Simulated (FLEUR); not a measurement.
# EuS under changes of volume

One of the cells (26.424 Å³/atom); the others are scaled copies at fixed shape and fractional positions:

```
CELL_PARAMETERS angstrom
0.00000 2.97850 2.97850
2.97850 0.00000 2.97850
2.97850 2.97850 0.00000
ATOMIC_POSITIONS crystal
Eu 0.00000 0.00000 0.00000
S 0.50000 0.50000 0.50000
```

```yaml
Program: FLEUR MaX-R8.1 (later development tree)
Functional: LDA
Potentials_or_basis: all-electron
Basis: FLAPW
Kmax: 4.52 1/bohr
k_mesh: 8 × 8 × 8
Occupations: fermi-dirac, width 0.05 eV
Spin: collinear spin, ferromagnetic start
Starting_moments: "[7.0, 0.0] μB"
```

```csv
volume (Å³/atom),energy over the lowest point (meV/atom),moment (μB per cell)
24.838,0.00,6.94
25.367,?,?
26.424,61.38,6.97
27.481,113.35,6.98
28.009,141.83,6.98
```

What does the run at 25.367 Å³/atom give?

Energy over the lowest point 17.84 meV/atom; moment 6.95 μB per cell.

Worked out: A Birch-Murnaghan fit of order 2 (a polynomial in V^(-2/3)) to the other rows has no minimum within the range. It gives 17.91 meV/atom at 25.367 Å³/atom, against the run's 17.84. A straight line through the other rows of the moment, of slope 0.0131 μB per Å³/atom, gives 6.95 μB, against the run's 6.95.

Energies are extrapolated to zero smearing.

Caveats: a cell with one magnetic atom can't hold antiferromagnetic order, which such compounds often take; without U or exact exchange the open f shell lies at the Fermi level, which spoils levels, moments and volumes.
